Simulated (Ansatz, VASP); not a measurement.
# Pb: VASP beside Ansatz

```
Pb
1.0
     2.61337   -5.75778    0.00000
     2.61337    5.75778    0.00000
     0.00000    0.00000    4.24802
Pb
4
Cartesian
  2.6134 4.1308 0.0000
  2.6134 -1.6269 2.1240
  2.6134 -4.1308 4.2480
  2.6134 1.6269 2.1240
```

Alike in both runs: functional PBEsol; k mesh 10 × 10 × 12; occupations gaussian, width 0.1 eV; no spin polarisation.

Ansatz relaxed the structure, and its values are those at the end. VASP's run is a single point on that final structure, the one shown.

|  | VASP | Ansatz |
| --- | --- | --- |
| version | VASP 6.6.1 | Ansatz 0.2.0 |
| potentials or method | VASP PAW PBE potentials, release 64 (Pb_d) | scalar-relativistic, plane waves, PAW |
| plane-wave cutoff (eV) | 520 | 420 |
| valence electrons in the cell | 56 | 56 |

|  | VASP | Ansatz | Ansatz less VASP |
| --- | --- | --- | --- |
| gap on the k mesh at the Fermi level (eV) | none | none | - |
| pressure (GPa) | -0.1 | 0.0 | +0.07 |

A gap of «none» marks a metal or a gap that the smearing closes. The functional is the same, so the differences come from potentials, cutoffs and numerics. Ansatz warned: «structure_snapped_to_symmetry».

Caveats: the PAW data sets were made with another functional, which shifts forces and pressure a little (VASP). The runs have no spin-orbit coupling, so splittings on Pb are missing.
